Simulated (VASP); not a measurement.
# Sc in VASP: further runs

Runs on Sc. Level: PBE. Tasks: single point.

Program: VASP 6.6.1. These are calculated values, not measurements. Logs are shortened: lines on timing, memory, paths and dates and some standing lists are left out, and cuts for length are marked.

### Step 1. The structure

The cell holds a slab with vacuum, 5 atoms: a = 3.211 Å, b = 3.211 Å, c = 16.487 Å, α = 90.00°, β = 90.00°, γ = 120.00°.

The slab is cut from a database's or a generator's crystal, which needn't be the stable form of the element.

### Step 2. Single point, PBE

INCAR

```
ALGO = Normal
DIPOL = 0.5 0.5 0.500
EDIFF = 1E-7
ENCUT = 460
GGA = PE
IDIPOL = 3
ISIF = 2
ISMEAR = 1
LASPH = True
LCHARG = False
LDIPOL = True
LREAL = False
LVACPOTAV = True
LVHAR = True
LWAVE = False
NBANDS = 40
NELM = 120
PREC = Accurate
SIGMA = 0.1
```

KPOINTS

```
k-points
0
Gamma
  12 12 1
```

POSCAR

```
Sc
1.0
    3.2109718934      0.0000000000      0.0000000000
   -1.6054859467      2.7807832305      0.0000000000
    0.0000000000      0.0000000000     16.4869902896
Sc
5
Direct
    0.6666666667      0.3333333333      0.1819616526
    0.3333333333      0.6666666667      0.3409808263
    0.0000000000      0.0000000000      0.5000000000
    0.6666666667      0.3333333333      0.6590191737
    0.3333333333      0.6666666667      0.8180383474
```

Potentials or basis: VASP PAW PBE potentials, release 64 (Sc_sv).

Launch:

```bash
$ cat potpaw_PBE.64/Sc_sv/POTCAR > POTCAR
$ mpirun -np 1 vasp_std > vasp.out
```

OUTCAR:

```text
EDIFF = 1E-7
   ENCUT = 460
   GGA = PE
   ISIF = 2
   ISMEAR = 1
   LASPH = True
   LREAL = False
   NELM = 120
   PREC = Accurate

 Found     19 irreducible k-points:

 Following reciprocal coordinates:
            Coordinates               Weight
  0.000000  0.000000  0.000000      1.000000
  0.083333  0.000000  0.000000      6.000000
  0.166667  0.000000  0.000000      6.000000
  0.250000  0.000000  0.000000      6.000000
  0.333333  0.000000  0.000000      6.000000
  0.416667  0.000000  0.000000      6.000000
   k-points           NKPTS =     19   k-points in BZ     NKDIM =     19   number of bands    NBANDS=     40
   number of dos      NEDOS =    301   number of ions     NIONS =      5
   total plane-waves  NPLWV =  69120
   dimension x,y,z NGX =    24 NGY =   24 NGZ =  120
   dimension x,y,z NGXF=    48 NGYF=   48 NGZF=  240
   ions per type =               5
   NGX,Y,Z   is equivalent  to a cutoff of  12.43, 12.43, 12.10 a.u.
   NGXF,Y,Z  is equivalent  to a cutoff of  24.85, 24.85, 24.20 a.u.
 SYSTEM =  unknown system
   PREC   = accura    normal or accurate (medium, high low for compatibility)
   ISTART =      0    job   : 0-new  1-cont  2-samecut
   ICHARG =      2    charge: 1-file 2-atom 10-const
   ISPIN  =      1    spin polarized calculation?
   LNONCOLLINEAR =      F non collinear calculations
   LSORBIT =      F    spin-orbit coupling
   LASPH  =      T    aspherical Exc in radial PAW
   ENCUT  =  460.0 eV  33.81 Ry    5.81 a.u.   5.62  5.62 28.83*2*pi/ulx,y,z
   NELM   =    120;   NELMIN=  2; NELMDL= -5     # of ELM steps
   EDIFF  = 0.1E-06   stopping-criterion for ELM
   LREAL  =      F    real-space projection
   EDIFFG = 0.1E-05   stopping-criterion for IOM
   NSW    =      0    number of steps for IOM
   IBRION =     -1    ionic relax: 0-MD 1-quasi-New 2-CG
   NFREE  =      0    steps in history (QN), initial steepest desc. (CG)
   ISIF   =      2    stress and relaxation
   ISYM   =      2    0-nonsym 1-usesym 2-fastsym
   POTIM  = 0.5000    time-step for ionic-motion
   TEBEG  =    0.0;   TEEND  =   0.0 temperature during run
   PSTRESS=    0.0 pullay stress
   NELECT =      55.0000    total number of electrons
   NUPDOWN=      -1.0000    fix difference up-down
   EMIN   =  10.00;   EMAX   =-10.00  energy-range for DOS
   EFERMI =   0.00;   METHOD = LEGACY
   ISMEAR =     1;   SIGMA  =   0.10  broadening in eV -4-tet -1-fermi 0-gaus
   EFERMI_NEDOS =   21; number of points for ismear=-14 and -15
   IALGO  =     38    algorithm
   IMIX   =      4    mixing-type and parameters
     AMIX     =   0.40;   BMIX     =  1.00
     AMIX_MAG =   1.60;   BMIX_MAG =  1.00
  volume/ion in A,a.u.               =      29.44       198.69
  Fermi-wavevector in a.u.,A,eV,Ry     =   1.179091  2.228159 18.915581  1.390256
  Thomas-Fermi vector in A             =   2.315408
   LORBIT       =      0    0 simple, 1 ext, 2 COOP (PROOUT), +10 PAW based schemes
   GGA     = PE    functional components
   LHFCALC =     F    Hartree Fock is set to
   AEXX    =    0.0000 exact exchange contribution
   IVDW    =     0    specifies the selected vdW correction
   LEPSILON=     F    determine dielectric tensor
   LRPA    =     F    only Hartree local field effects (RPA)
 non-spin polarized calculation
 Methfessel and Paxton  Order N= 1 SIGMA  =   0.10
  energy-cutoff  :      460.00
  volume of cell :      147.21
 maximum number of plane-waves:      3338
 NGX is ok and might be reduce to    24
   NGX = 11   NGY = 11   NGZ = 57

 number of electron      54.9999983 magnetization

 dipolmoment           0.000000      0.000000      0.000000 electrons x Angstroem

 Free energy of the ion-electron system (eV)
  ---------------------------------------------------
  ext. energy  EPLUGINS =         0.00000000
  ---------------------------------------------------
  free energy    TOTEN  =       -29.69995889 eV

  energy without entropy =      -29.69719310  energy(sigma->0) =      -29.69903696

 E-fermi :   2.5958     XC(G=0):  -8.8312

 val. band max:        2.5900252495   @ k =   0.1667   0.1667   0.0000
 cond. band min:       2.6039674008   @ k =   0.2500   0.1667   0.0000
 fundamental gap:      0.0139421513
 Fermi energy:         2.5957555354

 k-point     1 :       0.0000    0.0000    0.0000
  band No.  band energies     occupation
      1     -47.1031      2.00000
      2     -47.1030      2.00000
      3     -46.6818      2.00000
      4     -46.6193      2.00000
      5     -46.6082      2.00000
      6     -25.8248      2.00000
[... 31 lines left out ...]
     38       4.3551     -0.00000
     39       4.4138     -0.00000

 k-point     2 :       0.0833    0.0000    0.0000
  band No.  band energies     occupation
      1     -47.0998      2.00000
      2     -47.0998      2.00000
      3     -46.6780      2.00000
      4     -46.6160      2.00000
      5     -46.6055      2.00000
      6     -25.8200      2.00000
[... 31 lines left out ...]
     38       4.3745     -0.00000
     39       4.4200     -0.00000

 k-point     3 :       0.1667    0.0000    0.0000
  band No.  band energies     occupation
      1     -47.0909      2.00000
      2     -47.0909      2.00000
      3     -46.6674      2.00000
      4     -46.6072      2.00000
      5     -46.5983      2.00000
      6     -25.8074      2.00000
[... 31 lines left out ...]
     38       4.5242     -0.00000
     39       4.5884     -0.00000

 k-point     4 :       0.2500    0.0000    0.0000
  band No.  band energies     occupation
      1     -47.0787      2.00000
      2     -47.0787      2.00000
      3     -46.6529      2.00000
      4     -46.5951      2.00000
      5     -46.5885      2.00000
      6     -25.7910      2.00000
[... 31 lines left out ...]
     38       4.7251      0.00000
     39       4.7959      0.00000

 k-point     5 :       0.3333    0.0000    0.0000
  band No.  band energies     occupation
      1     -47.0665      2.00000
      2     -47.0664      2.00000
      3     -46.6381      2.00000
      4     -46.5830      2.00000
      5     -46.5788      2.00000
      6     -25.7927      2.00000
[... 31 lines left out ...]
     38       4.8430      0.00000
     39       5.0648      0.00000

 k-point     6 :       0.4167    0.0000    0.0000
  band No.  band energies     occupation
      1     -47.0575      2.00000
      2     -47.0575      2.00000
      3     -46.6271      2.00000
      4     -46.5741      2.00000
      5     -46.5719      2.00000
      6     -25.8546      2.00000
[... 31 lines left out ...]
     38       5.0463      0.00000
     39       5.3124      0.00000

 [... further k-points ...]

 [bands above 39 left out]

------------------------ aborting loop because EDIFF is reached ----------------------------------------

  FORCE on cell =-STRESS in cart. coord.  units (eV):
  Direction    XX          YY          ZZ          XY          YZ          ZX
  --------------------------------------------------------------------------------------
  -------------------------------------------------------------------------------------
  Total        1.2796825      1.2796825     -0.1695404      0.0000000      0.0000000     -0.0000000
  in kB       13.9273279     13.9273279     -1.8451805      0.0000000      0.0000000     -0.0000000
  external PRESSURE =       8.6698251 kB  Pullay stress =       0.0000000 kB

 VOLUME and BASIS-vectors are now :
 -----------------------------------------------------------------------------
  energy-cutoff  :      460.00
  volume of cell :      147.21
      direct lattice vectors                 reciprocal lattice vectors
     3.210971893  0.000000000  0.000000000     0.311432187  0.179805457  0.000000000
    -1.605485947  2.780783230  0.000000000     0.000000000  0.359610914  0.000000000
     0.000000000  0.000000000 16.486990290     0.000000000  0.000000000  0.060653884

 POSITION                                       TOTAL-FORCE (eV/Angst)
 -----------------------------------------------------------------------------------
      1.60549      0.92693      3.00000        -0.000000      0.000000     -0.050843
     -0.00000      1.85386      5.62175        -0.000000      0.000000     -0.275010
      0.00000      0.00000      8.24350         0.000000      0.000000     -0.000000
      1.60549      0.92693     10.86524         0.000000      0.000000      0.275010
     -0.00000      1.85386     13.48699         0.000000      0.000000      0.050843
 -----------------------------------------------------------------------------------
    total drift:                               -0.000000      0.000000      0.000000

  FREE ENERGIE OF THE ION-ELECTRON SYSTEM (eV)
  ---------------------------------------------------
  free  energy   TOTEN  =       -29.6999588935 eV

  energy  without entropy=      -29.6971930998  energy(sigma->0) =      -29.69903696
```

Wall time 2 min (1 thread of Intel Xeon Platinum 8375C at 2.90GHz (Ice Lake), shared host); peak memory 0.26 GiB.

These settings aren't checked as converged: the numbers below hold their error.

Results:

| Property | Result |
| --- | --- |
| Free energy | -29.7000 eV |
| Largest force | 0.275 eV/Å |
| Band gap on the k mesh | none (metal or under the smearing width) |

### Step 3. Single point, PBE

This run uses another cell than the first one, of 40.16 Å³/atom, 1.364 times its volume.

INCAR: that of step 2 with these lines changed.

```diff
@@ -3,3 +3,3 @@
 EDIFF = 1E-7
-ENCUT = 460
+ENCUT = 340
 GGA = PE
```

KPOINTS is that of step 2.

POSCAR

```
Sc
1.0
    3.2109718934      0.0000000000      0.0000000000
   -1.6054859467      2.7807832305      0.0000000000
    0.0000000000      0.0000000000     22.4869902896
Sc
5
Direct
    0.6666666667      0.3333333333      0.2668209450
    0.3333333333      0.6666666667      0.3834104725
    0.0000000000      0.0000000000      0.5000000000
    0.6666666667      0.3333333333      0.6165895275
    0.3333333333      0.6666666667      0.7331790550
```

Potentials or basis: VASP PAW PBE potentials, release 64 (Sc_sv).

Launch:

```bash
$ cat potpaw_PBE.64/Sc_sv/POTCAR > POTCAR
$ mpirun -np 1 vasp_std > vasp.out
```

It took 3.6 min on 1 thread of Intel Xeon Platinum 8375C at 2.90GHz (Ice Lake), shared host; peak memory 0.23 GiB.

The run converged, but some of its settings lie outside the range that counts as converged, so its numbers aren't taken as properties of the slab.

What came out:

```yaml
Free_energy: -29.5891 eV
Largest_force: 0.248 eV/Å
Band_gap_on_the_k_mesh: none (metal or under the smearing width)
Work_function_of_the_upper_face: 3.60 eV
Work_function_of_the_lower_face: 3.60 eV
```
